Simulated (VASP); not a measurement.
# W (Fm-3m) in VASP: notebook, part 2 of 2

VASP 6.6.1. The steps go on from the part before.

### 4 Single point, PBE

The input, INCAR:

```
SYSTEM = W
ALGO = Normal ; EDIFF = 1E-7
ENCUT = 520 ; GGA = PE
ISIF = 2 ; ISMEAR = 0
LASPH = .TRUE. ; LCHARG = .FALSE.
LREAL = .FALSE. ; LWAVE = .FALSE.
NBANDS = 13 ; NELM = 100
PREC = Accurate ; SIGMA = 0.02
```

The input, KPOINTS:

```
k-points
0
G
  11 11 11
  0 0 0
```

The input, POSCAR:

```
W
2.8709
    0.000000000000      0.707095335957      0.707095335957
    0.707095335957      0.000000000000      0.707095335957
    0.707095335957      0.707095335957      0.000000000000
W
1
Direct
    0.0000000000      0.0000000000      0.0000000000
```

Potentials or basis: VASP PAW PBE potentials, release 54 (W_sv).

Command:

```sh
cat potpaw_PBE.54/W_sv/POTCAR > POTCAR
mpirun -np 1 vasp_std > vasp.out
```

OUTCAR:

```text
SYSTEM = W
   EDIFF = 1E-7
   ENCUT = 520
   GGA = PE
   ISIF = 2
   ISMEAR = 0
   LASPH = .TRUE.
   LREAL = .FALSE.
   NELM = 100
   PREC = Accurate

 ion  position               nearest neighbor table
   1  0.000  0.000  0.000-

  LATTYP: Found a face centered cubic cell.
 ALAT       =     4.0600000000

  Lattice vectors:

 A1 = (   0.0000000000,   2.0300000000,   2.0300000000)
 A2 = (   2.0300000000,   0.0000000000,   2.0300000000)
 A3 = (   2.0300000000,   2.0300000000,   0.0000000000)

Analysis of symmetry for initial positions (statically):
=====================================================================
 Subroutine PRICEL returns:
 Original cell was already a primitive cell.

 Routine SETGRP: Setting up the symmetry group for a
 face centered cubic supercell.

 Subroutine GETGRP returns: Found 48 space group operations
 (whereof 48 operations were pure point group operations)
 out of a pool of 48 trial point group operations.

The static configuration has the point symmetry O_h .

Analysis of symmetry for dynamics (positions and initial velocities):
=====================================================================
 Subroutine PRICEL returns:
 Original cell was already a primitive cell.

 Routine SETGRP: Setting up the symmetry group for a
 face centered cubic supercell.

 Subroutine GETGRP returns: Found 48 space group operations
 (whereof 48 operations were pure point group operations)
 out of a pool of 48 trial point group operations.

The dynamic configuration has the point symmetry O_h .

 Subroutine INISYM returns: Found 48 space group operations
 (whereof 48 operations are pure point group operations),
 and found     1 'primitive' translations

----------------------------------------------------------------------------------------

                                     Primitive cell

  volume of cell :      16.7309
[... 113 lines left out ...]
   LHFCALC =     F    Hartree Fock is set to
   AEXX    =    0.0000 exact exchange contribution
   IVDW    =     0    specifies the selected vdW correction
   LEPSILON=     F    determine dielectric tensor
   LRPA    =     F    only Hartree local field effects (RPA)
 non-spin polarized calculation
 Gauss-broadening in eV      SIGMA  =   0.02
  energy-cutoff  :      520.00
  volume of cell :       16.73
 maximum number of plane-waves:       463
 NGX is ok and might be reduce to    24
   NGX = 11   NGY = 11   NGZ = 11

 number of electron      14.0000002 magnetization

 Free energy of the ion-electron system (eV)
  ---------------------------------------------------
  ext. energy  EPLUGINS =         0.00000000
  ---------------------------------------------------
  free energy    TOTEN  =       -12.47792205 eV

  energy without entropy =      -12.47781271  energy(sigma->0) =      -12.47786738

 E-fermi :  10.2387     XC(G=0): -13.3276

 val. band max:       10.1979857087   @ k =  -0.2727   0.0909   0.0000
 cond. band min:      10.2548811697   @ k =   0.1818   0.0909   0.0000
 fundamental gap:      0.0568954610
 Fermi energy:        10.2387476265

 k-point     1 :       0.0000    0.0000    0.0000
  band No.  band energies     occupation
      1     -63.4815      2.00000
      2     -27.1361      2.00000
      3     -27.1361      2.00000
      4     -27.1361      2.00000
      5       1.3349      2.00000
      6       9.6935      2.00000
      7       9.6935      2.00000
      8       9.6935      2.00000
      9      12.7335      0.00000
     10      12.7335      0.00000
     11      22.9877      0.00000
     12      28.1112      0.00000
     13      28.1112      0.00000
[... 354 lines left out ...]
  band No.  band energies     occupation
      1     -63.4170      2.00000
      2     -27.7376      2.00000
      3     -27.3893      2.00000
      4     -27.2091      2.00000
      5       4.4491      2.00000
      6       8.1901      2.00000
      7       9.6081      2.00000
      8      11.1693      0.00000
      9      11.2319      0.00000
     10      14.6278      0.00000
     11      24.3430      0.00000
     12      27.8804      0.00000
     13      28.6655      0.00000

 [... further k-points ...]

------------------------ aborting loop because EDIFF is reached ----------------------------------------

  FORCE on cell =-STRESS in cart. coord.  units (eV):
  Direction    XX          YY          ZZ          XY          YZ          ZX
  --------------------------------------------------------------------------------------
  -------------------------------------------------------------------------------------
  Total       -0.4749446     -0.4749446     -0.4749446      0.0000000      0.0000000      0.0000000
  in kB      -45.4815690    -45.4815690    -45.4815690      0.0000000      0.0000000      0.0000000
  external PRESSURE =     -45.4815690 kB  Pullay stress =       0.0000000 kB

 VOLUME and BASIS-vectors are now :
 -----------------------------------------------------------------------------
  energy-cutoff  :      520.00
  volume of cell :       16.73
      direct lattice vectors                 reciprocal lattice vectors
     0.000000000  2.030000000  2.030000000    -0.246305419  0.246305419  0.246305419
     2.030000000  0.000000000  2.030000000     0.246305419 -0.246305419  0.246305419
     2.030000000  2.030000000  0.000000000     0.246305419  0.246305419 -0.246305419

 POSITION                                       TOTAL-FORCE (eV/Angst)
 -----------------------------------------------------------------------------------
      0.00000      0.00000      0.00000        -0.000000      0.000000     -0.000000
 -----------------------------------------------------------------------------------
    total drift:                               -0.000000     -0.000000     -0.000000

  FREE ENERGIE OF THE ION-ELECTRON SYSTEM (eV)
  ---------------------------------------------------
  free  energy   TOTEN  =       -12.4779220502 eV

  energy  without entropy=      -12.4778127131  energy(sigma->0) =      -12.47786738
```

stdout:

```text
POSCAR found type information on POSCAR W
 POSCAR found :  1 types and       1 ions
 scaLAPACK will be used
 LDA part: xc-table for (Slater+PW92), standard interpolation
 POSCAR, INCAR and KPOINTS ok, starting setup
 FFT: planning ... GRIDC
 FFT: planning ... GRID_SOFT
 FFT: planning ... GRID
 WAVECAR not read
 entering main loop
```

It took 22 s on 1 thread of AMD EPYC, shared host; peak memory 0.11 GiB.

Results:

```yaml
Free_energy: -12.4779 eV
Pressure: -4.5 GPa
Band_gap_on_the_k_mesh: none (metal or under the smearing width)
```

### 5 Overview

| task | potentials or basis | spin | cell | k mesh | cutoff (eV) | smearing | gap on the mesh (eV) | pressure (GPa) | relaxed volume (Å³/atom) |
| --- | --- | --- | --- | --- | --- | --- | --- | --- | --- |
| relaxation of cell and atoms | VASP PAW PBE potentials, release 64 (W_sv) | off | relaxed | 8 × 8 × 8 | 600 | fermi-dirac 0.05 eV | none | 0.0 | 16.50 |
| relaxation of cell and atoms | VASP PAW PBE potentials, release 64 (W_sv) | SOC, no magnetisation | relaxed | 8 × 8 × 8 | 600 | fermi-dirac 0.05 eV | - | 0.0 | 16.55 |
| single point | VASP PAW PBE potentials, release 54 (W_sv) | off | as given | 11 × 11 × 11 | 520 | gaussian 0.02 eV | none | -4.5 | - |

Alike in all rows: level PBE.

Total energies depend on the potentials used, so only differences within one code and one set of settings carry meaning.
